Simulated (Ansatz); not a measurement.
A run of Ansatz 0.2.0 is set up as follows.

File input.yaml:

```yaml
crystal:
  lattice:
    - [4.7839, 0.0, 0.0]
    - [-2.39195, 4.1429789292, 0.0]
    - [0.0, 0.0, 6.57]
  atoms:
    - { symbol: Ta, position: [0.0, 0.5, 0.3333333333] }
    - { symbol: Ta, position: [0.5, 0.5, 0.6666666667] }
    - { symbol: Ta, position: [0.5, 0.0, 0.0] }
    - { symbol: Si, position: [0.31794, 0.15897, 0.3333333333] }
    - { symbol: Si, position: [0.15897, 0.84103, 0.6666666667] }
    - { symbol: Si, position: [0.84103, 0.68206, 0.0] }
    - { symbol: Si, position: [0.68206, 0.84103, 0.3333333333] }
    - { symbol: Si, position: [0.84103, 0.15897, 0.6666666667] }
    - { symbol: Si, position: [0.15897, 0.31794, 0.0] }
hamiltonian:
  xc: pbesol
  pseudopotentials: { kind: paw }
  dispersion: d3bjatm
kpoints:
  mp_grid: { grid: [7, 7, 4] }
scf:
  occupations: { method: fermi_dirac, width: 0.05 }
output:
  forces: true
  stress: true
  eigenvalues: true
relax:
  f_tol: 0.01
  max_steps: 40
  cell: { stress_tol: 0.05 }
```

Potentials or basis: Ansatz PAW.

Command:

```console
$ ansatz run input.yaml --threads 4 --pin off --max-ram 11264MiB --backend cpu --events-out ev --progress --plain --runs-dir out
```

**Question.** Estimate the space group after relaxing (to 0.05 Å).

**Answer.** P6_422 (No. 181).

**Question.** What does it give for the relaxed cell?

**Answer.** a = 4.712 Å, b = 4.712 Å, c = 6.520 Å, α = 90.00°, β = 90.00°, γ = 120.00°.

**Question.** What does it give for the band gap on the k mesh?

**Answer.** None (metal or under the smearing width).

**Question.** Estimate the relaxed volume.

**Answer.** 13.93 Å³/atom.

Final structure:
```
CELL_PARAMETERS angstrom
4.71191 0.00000 0.00000
-2.35596 4.08064 0.00000
0.00000 0.00000 6.52046
ATOMIC_POSITIONS crystal
Ta 0.00000 0.50000 0.33333
Ta 0.50000 0.50000 0.66667
Ta 0.50000 0.00000 0.00000
Si 0.31931 0.15966 0.33333
Si 0.15966 0.84034 0.66667
Si 0.84034 0.68069 0.00000
Si 0.68069 0.84034 0.33333
Si 0.84034 0.15966 0.66667
Si 0.15966 0.31931 0.00000
```

Caveat: pairwise dispersion overbinds metals, which lowers pressure and volume; the PAW data sets come from PBE, with cores solved anew for the run's functional, which leaves a small shift of forces and pressure. Spin-orbit coupling is left out, which matters for the levels of Ta.
